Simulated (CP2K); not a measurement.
Runs of CP2K 2026.2 on CuO (Tenorite). Symmetry: C2/c, No. 15, monoclinic system. Conventional cell: a = 4.684 Å, b = 3.423 Å, c = 5.129 Å, α = 90.00°, β = 99.54°, γ = 90.00°. Cu (site symmetry -1) is surrounded by 4 O at 1.95 to 1.96 Å. O (site symmetry 2) has 4 Cu at 1.95 to 1.96 Å as nearest neighbours. 

| level | potentials or basis | smearing | EPS_DEFAULT | NGRIDS | points a segment of the path (NPOINTS) | bands added on the path | CUTOFF of the grids | gap on the mesh (eV) | pressure (GPa) | largest force (eV/Å) |
| --- | --- | --- | --- | --- | --- | --- | --- | --- | --- | --- |
| r2SCAN | POTENTIAL_UZH Cu GTH-SCAN-q11, O GTH-SCAN-q6; TZVP-MOLOPT-SCAN-GTH basis | fermi-dirac 0.0259 eV | 1.0E-10 | 4 | 8 | 4 | 850 Ry | none | (a) | (c) |
| TB-mBJ | POTENTIAL_UZH Cu GTH-PBE-q11, O GTH-PBE-q6; TZVP-MOLOPT-PBE-GTH basis | fermi-dirac 0.1 eV | 1.0E-10 | 5 | 6 | 2 | 850 Ry | none | - | - |
| LDA | GTH_POTENTIALS Cu GTH-PADE-q11, O GTH-PADE-q6; TZVP-MOLOPT-PBE-GTH basis | fermi-dirac 0.05 eV | 1.0E-9 | 4 | 6 | 4 | 600 Ry | none | -6.1 | 0.36 |
| PBE | POTENTIAL_UZH Cu GTH-PBE-q11, O GTH-PBE-q6; TZVP-MOLOPT-PBE-GTH basis | fermi-dirac 0.05 eV | 1.0E-10 | 4 | 10 | 6 | 600 Ry | none | 8.9 | (b) |
| PBEsol | POTENTIAL_UZH Cu GTH-PBE-q11, O GTH-PBE-q6; TZVP-MOLOPT-PBE-GTH basis | fermi-dirac 0.01 eV | 1.0E-10 | 4 | 6 | 6 | 600 Ry | none | 1.1 | 0.35 |

Alike in all rows: task band structure; no spin polarisation; cell as given; k mesh 10 × 10 × 5.

**Question.** Fill in the values left out.

**Answer.** (a) 1.0; (b) 0.25; (c) 0.30.

Caveats: the basis of atomic orbitals isn't converged, which shifts pressures, moduli and gaps; the run has no spin polarisation, though such a crystal can be magnetic; semilocal functionals often make such compounds metallic where correlation or magnetic order opens a gap, which also shifts bond lengths; the potentials were made for another functional, which shifts forces and pressure (some runs); this is a model potential without an energy functional, so only levels have meaning (some runs).

A k mesh can miss the band edges.

A gap of «none» marks a metal or a gap under the smearing width.

Not every run made on this cell is shown here.
